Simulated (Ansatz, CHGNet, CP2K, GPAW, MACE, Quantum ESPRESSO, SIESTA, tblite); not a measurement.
**A faulty CP2K run on twisted 2H-MoTe2/1T-TiSe2 bilayer, 21.79° (42 atoms)**

Program: CP2K 2026.2, a calculation on a cell of 7 Mo, 14 Te, 7 Ti and 14 Se, with vacuum.

The input, input.inp:

```
&GLOBAL
  PROJECT cell
  RUN_TYPE ENERGY_FORCE
  PRINT_LEVEL LOW
&END GLOBAL
&FORCE_EVAL
  METHOD QS
  &DFT
    BASIS_SET_FILE_NAME BASIS_MOLOPT
    POTENTIAL_FILE_NAME GTH_POTENTIALS
    &MGRID
      CUTOFF 800
      REL_CUTOFF 50
      NGRIDS 5
    &END MGRID
    &QS
      EPS_DEFAULT 1.0E-12
    &END QS
    &SCF
      SCF_GUESS ATOMIC
      EPS_SCF 1.0E-06
      MAX_SCF 60
      ADDED_MOS 28
      &DIAGONALIZATION
        ALGORITHM STANDARD
      &END DIAGONALIZATION
      &SMEAR ON
        METHOD FERMI_DIRAC
        ELECTRONIC_TEMPERATURE [K] 580
      &END SMEAR
      &MIXING
        METHOD BROYDEN_MIXING
        ALPHA 0.15
        NBROYDEN 8
      &END MIXING
      &PRINT
        &RESTART OFF
        &END RESTART
      &END PRINT
    &END SCF
    &XC
      &XC_FUNCTIONAL PBE
      &END XC_FUNCTIONAL
    &END XC
    &PRINT
      &MULLIKEN ON
      &END MULLIKEN
      &LOWDIN ON
      &END LOWDIN
      &MO ON
        EIGENVALUES T
        OCCUPATION_NUMBERS T
        MO_INDEX_RANGE 164 187
        &EACH
          QS_SCF 0
        &END EACH
        ADD_LAST NUMERIC
      &END MO
    &END PRINT
  &END DFT
  &SUBSYS
    &CELL
      A 9.33950 0.00000 0.00000
      B -4.66975 8.08824 0.00000
      C 0.00000 0.00000 26.04000
    &END CELL
    &COORD
      Mo 0.65465 1.95371 9.75432
      Te 2.00617 0.35580 11.63389
      Te 2.01635 0.35790 8.01433
      Mo 0.01672 5.32562 9.75302
      Te 1.36240 3.84070 11.58155
      Te 1.32042 3.84353 7.96251
      Mo 4.02691 0.80122 9.78713
      Te 0.64825 7.29883 11.57869
      Te 0.66138 7.34485 7.98386
      Mo 3.38459 4.24544 9.81630
[... 28 atom lines left out ...]
      Se 5.97831 4.23791 14.99383
      Ti 6.67578 2.32796 16.50962
      Se -1.27806 3.79217 18.03921
      Se -0.67151 1.97175 14.94696
    &END COORD
    &KIND Mo
      BASIS_SET cc-pVDZ
      POTENTIAL GTH-PBE-q14
    &END KIND
    &KIND Te
      BASIS_SET DZVP-MOLOPT-SR-GTH-q6
      POTENTIAL GTH-PBE-q6
    &END KIND
    &KIND Ti
      BASIS_SET DZVP-MOLOPT-SR-GTH-q12
      POTENTIAL GTH-PBE-q12
    &END KIND
    &KIND Se
      BASIS_SET DZVP-MOLOPT-SR-GTH-q6
      POTENTIAL GTH-PBE-q6
    &END KIND
  &END SUBSYS
  &PRINT
    &FORCES ON
    &END FORCES
  &END PRINT
&END FORCE_EVAL
```

Command:

```
OMP_NUM_THREADS=2 cp2k.psmp -i input.inp > output.txt
```

What it wrote:

```text
CP2K| version string:                                       CP2K version 2026.2
 CP2K| Input file name                                                 input.inp
 GLOBAL| Basis set file name                                        BASIS_MOLOPT
 GLOBAL| Potential file name                                      GTH_POTENTIALS
 GLOBAL| Run type                                                   ENERGY_FORCE
 GLOBAL| Total number of message passing processes                             1
 GLOBAL| Number of threads for this process                                    2
 *   ___                                                                       *
 *  /   \                                                                      *
 * [ABORT]                                                                     *
 *  \___/  The requested basis set <cc-pVDZ> for element <Mo> was not found in *
 *    |                     the basis set files <BASIS_MOLOPT>                 *
 *  O/|                                                                        *
 * /| |                                                                        *
```

The job ended after 1.2 s (2 threads of Arm Neoverse V2, shared host; peak memory 0.15 GiB).

Banners, paths, timers and routine set-up lines are dropped from the logs unmarked, and long logs keep their key lines alone; longer cuts are marked.

Q: Find the fault and mend it.

A basis that the file lacks: basis cc-pVDZ for Mo. Mend: name a basis that the basis file holds for this element.

The program stopped at the start.

[Also dropped from logs without a mark: logging warnings of Python, and SIESTA's first energy breakdown and zero terms.]

[Logs are printed without paths, hosts, clocks, repeated set-up lines and the standing remarks that a program may print on its own settings, such as how far it seeks lower states.]

[Hosts, paths, dates, database ids (printed as entryN), source tags and the programs' standing remarks are cut or masked in the printed files.]
